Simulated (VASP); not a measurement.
# S (I4/mmm) in VASP: a series of runs

The runs below take S through single point, with PBE+D3(BJ).

Everything below comes from runs of VASP 6.6.1. Logs are shortened: lines on timing, memory, paths and dates and some standing lists are left out, and cuts for length are marked.

**1. The cell of the first run**

The structure is tetragonal, space group I4/mmm (No. 139). Conventional cell: a = 2.820 Å, b = 2.820 Å, c = 3.909 Å, α = 90.00°, β = 90.00°, γ = 90.00°. S (site symmetry 4/mmm) has 12 S at 2.79 to 2.82 Å as nearest neighbours.

This isn't the form of S at room conditions, which is orthorhombic, of S8 rings.

**2. Single point, PBE+D3(BJ) (strain -0.0200 x Voigt [1, 0, 0, 0, 0, 0], atoms carried along)**

Contents of INCAR:

```
SYSTEM = S
PREC     = Accurate       ! precision mode
ENCUT    = 520            ! plane-wave cutoff, eV
EDIFF    = 1E-7           ! SCF threshold, eV
ISMEAR   = 0              ! smearing method
SIGMA    = 0.15           ! smearing width, eV
LREAL    = .False.        ! projectors in reciprocal space
LASPH    = .True.         ! aspherical terms in the spheres
NELM     = 100            ! most SCF steps
ALGO     = Fast           ! electronic algorithm
ISIF     = 2              ! what is computed and relaxed
LWAVE    = .False.        ! write WAVECAR
LCHARG   = .False.        ! write CHGCAR
GGA      = PE             ! functional
IVDW     = 12             ! dispersion correction
NBANDS   = 9              ! bands
```

Contents of KPOINTS:

```
regular mesh
0
Gamma
  20 20 20
  0 0 0
```

Contents of POSCAR:

```
S
1.0
    0.0000000000      1.9943503440      1.9943503440
    1.9544633371      0.0000000000      1.9943503440
    1.9544633371      1.9943503440      0.0000000000
S
1
Direct
    0.0000000000      0.0000000000      0.0000000000
```

Potentials or basis: VASP PAW PBE potentials, release 64 (S).

Started as:

```sh
$ cat potpaw_PBE.64/S/POTCAR > POTCAR
$ mpirun -np 1 vasp_std > vasp.out
```

OUTCAR:

```text
SYSTEM = S
   PREC = Accurate
   ENCUT = 520
   EDIFF = 1E-7
   ISMEAR = 0
   LREAL = .False.
   LASPH = .True.
   NELM = 100
   ISIF = 2
   GGA = PE
   IVDW = 12
 IVDW          = 12

 ion  position               nearest neighbor table
   1  0.000  0.000  0.000-

  LATTYP: Found a body centered tetragonal cell.
 ALAT       =     2.8204373046
 C/A-ratio  =     1.3859292911

  Lattice vectors:

 A1 = (  -1.9544633371,   0.0000000000,  -1.9943503440)
 A2 = (  -1.9544633371,   0.0000000000,   1.9943503440)
 A3 = (   1.9544633371,   1.9943503440,   0.0000000000)

Analysis of symmetry for initial positions (statically):
=====================================================================
 Subroutine PRICEL returns:
 Original cell was already a primitive cell.

 Routine SETGRP: Setting up the symmetry group for a
 body centered tetragonal supercell.

 Subroutine GETGRP returns: Found 16 space group operations
 (whereof 16 operations were pure point group operations)
 out of a pool of 16 trial point group operations.

The static configuration has the point symmetry D_4h.

Analysis of symmetry for dynamics (positions and initial velocities):
=====================================================================
 Subroutine PRICEL returns:
 Original cell was already a primitive cell.

 Routine SETGRP: Setting up the symmetry group for a
 body centered tetragonal supercell.

 Subroutine GETGRP returns: Found 16 space group operations
 (whereof 16 operations were pure point group operations)
 out of a pool of 16 trial point group operations.

The dynamic configuration has the point symmetry D_4h.

 Subroutine INISYM returns: Found 16 space group operations
 (whereof 16 operations are pure point group operations),
 and found     1 'primitive' translations

----------------------------------------------------------------------------------------

                                     Primitive cell

  volume of cell :      15.5475

  direct lattice vectors                    reciprocal lattice vectors
     0.000000000  1.994350344  1.994350344    -0.255824702  0.250708208  0.250708208
     1.954463337  0.000000000  1.994350344     0.255824702 -0.250708208  0.250708208
     1.954463337  1.994350344  0.000000000     0.255824702  0.250708208 -0.250708208

  length of vectors
     2.820437305  2.792375374  2.792375374     0.437213322  0.437213322  0.437213322

  position of ions in fractional coordinates (direct lattice)
     0.000000000  0.000000000  0.000000000

  ion indices of the primitive-cell ions
   primitive index   ion index
                 1           1

----------------------------------------------------------------------------------------

 KPOINTS: regular mesh

Automatic generation of k-mesh.
 Grid dimensions read from file:
 generate k-points for:   20   20   20

 Generating k-lattice:

  Cartesian coordinates                     Fractional coordinates (reciprocal lattice)
    -0.012791235  0.012535410  0.012535410     0.050000000  0.000000000  0.000000000
     0.012791235 -0.012535410  0.012535410     0.000000000  0.050000000 -0.000000000
     0.012791235  0.012535410 -0.012535410     0.000000000 -0.000000000  0.050000000

  Length of vectors
     0.021860666  0.021860666  0.021860666

  Shift w.r.t. Gamma in fractional coordinates (k-lattice)
     0.000000000  0.000000000  0.000000000

 Subroutine IBZKPT returns following result:
 ===========================================

 Found    641 irreducible k-points:

 Following reciprocal coordinates:
            Coordinates               Weight
  0.000000  0.000000  0.000000      1.000000
  0.050000 -0.000000 -0.000000      8.000000
  0.100000  0.000000  0.000000      8.000000
  0.150000 -0.000000 -0.000000      8.000000
  0.200000  0.000000  0.000000      8.000000
  0.250000  0.000000  0.000000      8.000000
[... 16 lines left out ...]
 -0.400000  0.050000  0.000000     16.000000
 -0.350000  0.050000  0.000000     16.000000
 [... further k-points ...]
   k-points           NKPTS =    641   k-points in BZ     NKDIM =    641   number of bands    NBANDS=      9
   number of dos      NEDOS =    301   number of ions     NIONS =      1
   total plane-waves  NPLWV =  13824
   dimension x,y,z NGX =    24 NGY =   24 NGZ =   24
   dimension x,y,z NGXF=    48 NGYF=   48 NGZF=   48
   ions per type =               1
   NGX,Y,Z   is equivalent  to a cutoff of  14.15, 14.29, 14.29 a.u.
   NGXF,Y,Z  is equivalent  to a cutoff of  28.29, 28.58, 28.58 a.u.
 SYSTEM =  S
   PREC   = accura    normal or accurate (medium, high low for compatibility)
   ISTART =      0    job   : 0-new  1-cont  2-samecut
   ICHARG =      2    charge: 1-file 2-atom 10-const
   ISPIN  =      1    spin polarized calculation?
   LNONCOLLINEAR =      F non collinear calculations
   LSORBIT =      F    spin-orbit coupling
   LASPH  =      T    aspherical Exc in radial PAW
   ENCUT  =  520.0 eV  38.22 Ry    6.18 a.u.   5.24  5.19  5.19*2*pi/ulx,y,z
   NELM   =    100;   NELMIN=  2; NELMDL= -5     # of ELM steps
   EDIFF  = 0.1E-06   stopping-criterion for ELM
   LREAL  =      F    real-space projection
   EDIFFG = 0.1E-05   stopping-criterion for IOM
   NSW    =      0    number of steps for IOM
   IBRION =     -1    ionic relax: 0-MD 1-quasi-New 2-CG
   NFREE  =      0    steps in history (QN), initial steepest desc. (CG)
   ISIF   =      2    stress and relaxation
   ISYM   =      2    0-nonsym 1-usesym 2-fastsym
   POTIM  = 0.5000    time-step for ionic-motion
   TEBEG  =    0.0;   TEEND  =   0.0 temperature during run
   PSTRESS=    0.0 pullay stress
   NELECT =       6.0000    total number of electrons
   NUPDOWN=      -1.0000    fix difference up-down
   EMIN   =  10.00;   EMAX   =-10.00  energy-range for DOS
   EFERMI =   0.00;   METHOD = LEGACY
   ISMEAR =     0;   SIGMA  =   0.15  broadening in eV -4-tet -1-fermi 0-gaus
   EFERMI_NEDOS =   21; number of points for ismear=-14 and -15
   IALGO  =     68    algorithm
   IMIX   =      4    mixing-type and parameters
     AMIX     =   0.40;   BMIX     =  1.00
     AMIX_MAG =   1.60;   BMIX_MAG =  1.00
  volume/ion in A,a.u.               =      15.55       104.92
  Fermi-wavevector in a.u.,A,eV,Ry     =   1.191896  2.252357 19.328662  1.420617
  Thomas-Fermi vector in A             =   2.327947
   LORBIT       =      0    0 simple, 1 ext, 2 COOP (PROOUT), +10 PAW based schemes
   GGA     = PE    functional components
   LHFCALC =     F    Hartree Fock is set to
   AEXX    =    0.0000 exact exchange contribution
   IVDW    =    12    specifies the selected vdW correction
   LEPSILON=     F    determine dielectric tensor
   LRPA    =     F    only Hartree local field effects (RPA)
 non-spin polarized calculation
 RMM-DIIS sequential band-by-band and
 Gauss-broadening in eV      SIGMA  =   0.15
  energy-cutoff  :      520.00
  volume of cell :       15.55
 maximum number of plane-waves:       436
 NGX is ok and might be reduce to    24
   NGX = 11   NGY = 11   NGZ = 11

 number of electron       5.9999999 magnetization

 Free energy of the ion-electron system (eV)
  ---------------------------------------------------
  ext. energy  EPLUGINS =         0.00000000
  ---------------------------------------------------
  free energy    TOTEN  =        -2.83391064 eV

  energy without entropy =       -2.82496602  energy(sigma->0) =       -2.82943833

 E-fermi :   7.7195     XC(G=0): -11.2642

 val. band max:        7.7183344954   @ k =   0.3500  -0.3500   0.0500
 cond. band min:       7.7345261417   @ k =   0.2500   0.3500   0.0500
 fundamental gap:      0.0161916464
 Fermi energy:         7.7194961224

 k-point     1 :       0.0000    0.0000    0.0000
  band No.  band energies     occupation
      1      -9.1860      2.00000
      2      10.9978      0.00000
      3      10.9978      0.00000
      4      11.0106      0.00000
      5      19.7486      0.00000
      6      19.7486      0.00000
      7      20.0213      0.00000
      8      22.3835      0.00000
      9      24.9422      0.00000

 k-point     2 :       0.0500   -0.0000   -0.0000
  band No.  band energies     occupation
      1      -9.1256      2.00000
      2      10.6519      0.00000
      3      10.9459      0.00000
      4      10.9641      0.00000
      5      19.6917      0.00000
      6      19.8574      0.00000
      7      20.0728      0.00000
      8      22.5811      0.00000
      9      24.7376      0.00000

 k-point     3 :       0.1000    0.0000    0.0000
  band No.  band energies     occupation
      1      -8.9452      2.00000
      2       9.7155      0.00000
      3      10.8027      0.00000
      4      10.8472      0.00000
      5      19.4002      0.00000
      6      20.1391      0.00000
      7      20.3279      0.00000
      8      23.1679      0.00000
      9      24.3195      0.00000

 k-point     4 :       0.1500   -0.0000   -0.0000
  band No.  band energies     occupation
      1      -8.6471      2.00000
      2       8.4178      0.00000
      3      10.5979      0.00000
      4      10.6795      0.00000
      5      18.9687      0.00000
      6      20.4406      0.00000
      7      20.6662      0.00000
      8      23.9892      0.00000
      9      24.0674      0.00000

 k-point     5 :       0.2000    0.0000    0.0000
  band No.  band energies     occupation
      1      -8.2358      2.00000
      2       6.9475      2.00000
      3      10.3660      0.00000
      4      10.4890      0.00000
      5      18.5225      0.00000
      6      20.5089      0.00000
      7      20.8344      0.00000
      8      24.0670      0.00000
      9      24.9441      0.00000

 k-point     6 :       0.2500    0.0000    0.0000
  band No.  band energies     occupation
      1      -7.7193      2.00000
      2       5.4288      2.00000
      3      10.1360      0.00000
      4      10.3000      0.00000
      5      18.1210      0.00000
      6      20.2514      0.00000
      7      20.6639      0.00000
      8      24.7247      0.00000
      9      24.7581      0.00000
[... 169 lines left out ...]
 k-point    21 :       0.5000    0.0500    0.0000
  band No.  band energies     occupation
      1      -4.9546      2.00000
      2       0.2391      2.00000
      3       9.2611      0.00000
      4       9.6652      0.00000
      5      17.4750      0.00000
      6      18.6527      0.00000
      7      19.4236      0.00000
      8      25.4134      0.00000
      9      28.9709      0.00000

 k-point    22 :      -0.4500    0.0500   -0.0000
  band No.  band energies     occupation
      1      -5.0302      2.00000
      2       0.3482      2.00000
      3       9.2023      0.00000
      4       9.7418      0.00000
      5      17.4916      0.00000
      6      18.7412      0.00000
      7      19.3843      0.00000
      8      25.4229      0.00000
      9      29.0682      0.00000

 k-point    23 :      -0.4000    0.0500    0.0000
  band No.  band energies     occupation
      1      -5.5041      2.00000
      2       1.0668      2.00000
      3       9.1976      0.00000
      4       9.8643      0.00000
      5      17.5713      0.00000
      6      18.9592      0.00000
      7      19.4966      0.00000
      8      25.5389      0.00000
      9      27.7908      0.00000

 k-point    24 :      -0.3500    0.0500    0.0000
  band No.  band energies     occupation
      1      -6.1578      2.00000
      2       2.1705      2.00000
      3       9.2516      0.00000
      4      10.0242      0.00000
      5      17.7160      0.00000
      6      19.2852      0.00000
      7      19.7585      0.00000
      8      25.6588      0.00000
      9      26.5140      0.00000

 [... further k-points ...]

------------------------ aborting loop because EDIFF is reached ----------------------------------------

 Edisp (eV)   -0.39062

 E8    (eV) :    -0.1398

  FORCE on cell =-STRESS in cart. coord.  units (eV):
  Direction    XX          YY          ZZ          XY          YZ          ZX
  --------------------------------------------------------------------------------------
  -------------------------------------------------------------------------------------
  Total      -0.35846    -0.18760    -0.18760     0.00000     0.00000     0.00000
  in kB     -36.93962   -19.33224   -19.33224     0.00000     0.00000     0.00000
  external pressure =      -25.20 kB  Pullay stress =        0.00 kB

 VOLUME and BASIS-vectors are now :
 -----------------------------------------------------------------------------
  energy-cutoff  :      520.00
  volume of cell :       15.55
      direct lattice vectors                 reciprocal lattice vectors
     0.000000000  1.994350344  1.994350344    -0.255824702  0.250708208  0.250708208
     1.954463337  0.000000000  1.994350344     0.255824702 -0.250708208  0.250708208
     1.954463337  1.994350344  0.000000000     0.255824702  0.250708208 -0.250708208

 POSITION                                       TOTAL-FORCE (eV/Angst)
 -----------------------------------------------------------------------------------
      0.00000      0.00000      0.00000        -0.000000      0.000000      0.000000
 -----------------------------------------------------------------------------------
    total drift:                                0.000000      0.000000     -0.000000

  FREE ENERGIE OF THE ION-ELECTRON SYSTEM (eV)
  ---------------------------------------------------
  free  energy   TOTEN  =        -3.2245292903 eV

  energy  without entropy=       -3.2155846662  energy(sigma->0) =       -3.22005698
```

Run time: 26 s. Hardware: 1 thread of Intel Xeon 6975P-C (Granite Rapids), shared host; peak memory 0.2 GiB.

What came out:

```yaml
Free_energy: -3.2245 eV
Pressure: -2.5 GPa
Band_gap_on_the_k_mesh: none (metal or under the smearing width)
Dispersion_energy_per_atom: -0.391 eV
```

Levels at points of the mesh, in eV from the Fermi level:
| k point | band 1 | band 2 | band 3 | band 4 | band 5 | band 6 | band 7 |
| --- | --- | --- | --- | --- | --- | --- | --- |
| (0.00, 0.00, 0.00) | -16.91 | 3.28 | 3.28 | 3.29 | 12.03 | 12.03 | 12.30 |
| (0.50, 0.00, 0.00) | -12.69 | -7.57 | 1.81 | 2.09 | 9.48 | 11.12 | 11.57 |
| (0.50, 0.50, 0.00) | -11.08 | -6.61 | -0.86 | -0.66 | 5.44 | 5.87 | 22.03 |
| (0.00, 0.50, 0.50) | -10.81 | -6.44 | -1.03 | -1.03 | 5.14 | 5.70 | 21.97 |

Caveat: pairwise dispersion overbinds metals, which lowers pressure and volume.

(Continued in part 2 of 2.)
